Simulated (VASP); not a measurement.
## HfO₂ (fluorite): gaps by functional in VASP

```yaml
crystal:
  lattice:
    - [0.00000, 2.52918, 2.52918]
    - [2.52918, 0.00000, 2.52918]
    - [2.52918, 2.52918, 0.00000]
  atoms:
    - { symbol: Hf, position: [0.00000, 0.00000, 0.00000] }
    - { symbol: O, position: [0.25000, 0.25000, 0.25000] }
    - { symbol: O, position: [0.75000, 0.75000, 0.75000] }
```

All runs share this cell. Band v is the last that the valence electrons fill when counted band by band, and c is the next. A negative gap between them is a band overlap, as in a metal.

```csv
level,gap (eV),least direct gap (eV),pressure (GPa)
PBE,3.82,3.82,2.1
r²SCAN,4.31,4.31,-4.0
LDA,3.61,3.61,-12.0
PBEsol,3.69,3.69,-5.9
PBE with spin–orbit coupling,3.80,3.80,–
```
